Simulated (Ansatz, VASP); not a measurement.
## SnSe in VASP and in Ansatz

```xyz
4
Lattice="3.9639 0.0000 0.0000 0.0000 3.9639 0.0000 0.0000 0.0000 10.9907" Properties=species:S:1:pos:R:3 pbc="T T T"
Sn    1.9820    0.0000    4.0911
Sn    0.0000    1.9820    6.8996
Se    1.9820    0.0000    6.7707
Se    0.0000    1.9820    4.2200
```

Change from the starting cell: strain -0.0750 x Voigt [1, 1, 0, 0, 0, 0], atoms carried along.

Alike in both runs: task single point; functional PBE; dispersion D3(BJ); k mesh 6 × 6 × 4; occupations gaussian, width 0.05 eV; no spin polarisation.

|  | VASP | Ansatz |
| --- | --- | --- |
| version | VASP 6.6.1 | Ansatz 0.2.0 |
| potentials or method | VASP PAW PBE potentials, release 64 (Sn_d, Se) | scalar-relativistic, plane waves, PAW |
| plane-wave cutoff (eV) | 520 | 420 |
| valence electrons in the cell | 40 | 60 |

Ansatz gave:

* gap on the k mesh at the Fermi level (eV): 0.74
* least direct gap on the mesh (eV): 1.24
* rms of the force components (eV/Å): 0.290

Task: What did VASP give for the same quantities?

Result: gap on the k mesh at the Fermi level (eV): 0.73; least direct gap on the mesh (eV): 1.22; rms of the force components (eV/Å): 0.299.

Atom by atom the forces differ by 0.009 eV/Å (rms over components). The functional is the same, so the differences come from potentials, cutoffs and numerics. The two sets of potentials don't hold the same shells in valence.

Caveats: spin-orbit coupling is left out, which moves the levels of the heavy elements.
